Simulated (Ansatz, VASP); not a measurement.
## Two plane-wave programs on Se

INCAR

```
PREC = Accurate ; ENCUT = 520
EDIFF = 1E-7 ; ISMEAR = 0
SIGMA = 0.05 ; LREAL = F
LASPH = T ; NELM = 80
ALGO = Normal ; ISIF = 2
LWAVE = F ; LCHARG = T
GGA = PE ; IVDW = 12
LELF = T ; LVHAR = T
NBANDS = 16
```

KPOINTS

```
Automatic mesh
0
Gamma
  12 12 8
```

The input POSCAR:

```
Se
1.0
    3.8728390720      0.0000000000      0.0000000000
   -1.9364195360      3.3539770211      0.0000000000
    0.0000000000      0.0000000000      5.5071771604
Se
3
Direct
    0.2473450684      0.0000000000      0.3333333333
    0.0000000000      0.2473450684      0.6666666667
    0.7526549316      0.7526549316      0.0000000000
```

Input for Ansatz:

```yaml
crystal:
  lattice:
    - [3.872839072, 0.0, 0.0]
    - [-1.936419536, 3.3539770211, 0.0]
    - [0.0, 0.0, 5.5071771604]
  atoms:
    - { symbol: Se, position: [0.2473450684, 0.0, 0.3333333333] }
    - { symbol: Se, position: [0.0, 0.2473450684, 0.6666666667] }
    - { symbol: Se, position: [0.7526549316, 0.7526549316, 0.0] }
basis:
  ecutwfc: 420
kpoints:
  mp_grid: { grid: [12, 12, 8] }
hamiltonian:
  xc: pbe
  dispersion: d3bj
scf:
  occupations: { method: gaussian, width: 0.05 }
output:
  forces: true
  stress: true
  eigenvalues: true
```

Alike in both runs: task single point; functional PBE; dispersion D3(BJ); k mesh 12 × 12 × 8; occupations gaussian, width 0.05 eV; no spin polarisation.

|  | VASP | Ansatz |
| --- | --- | --- |
| version | VASP 6.6.1 | Ansatz 0.2.0 |
| potentials or method | VASP PAW PBE potentials, release 64 (Se) | scalar-relativistic, plane waves, PAW |
| plane-wave cutoff (eV) | 520 | 420 |
| valence electrons in the cell | 18 | 48 |

|  | VASP | Ansatz | Ansatz less VASP |
| --- | --- | --- | --- |
| gap on the k mesh at the Fermi level (eV) | none | none | - |
| pressure (GPa) | -0.9 | -1.0 | -0.08 |
| largest component of the traceless stress (GPa) | 3.68 | 3.73 | +0.052 |
| rms of the force components (eV/Å) | 0.042 | 0.033 | -0.0086 |

Atom by atom the forces differ by 0.009 eV/Å (rms over components). A gap of «none» marks a metal or a gap that the smearing closes. The two sets of potentials don't hold the same shells in valence.

Caveats: pairwise dispersion overbinds metals, which lowers pressure and volume.
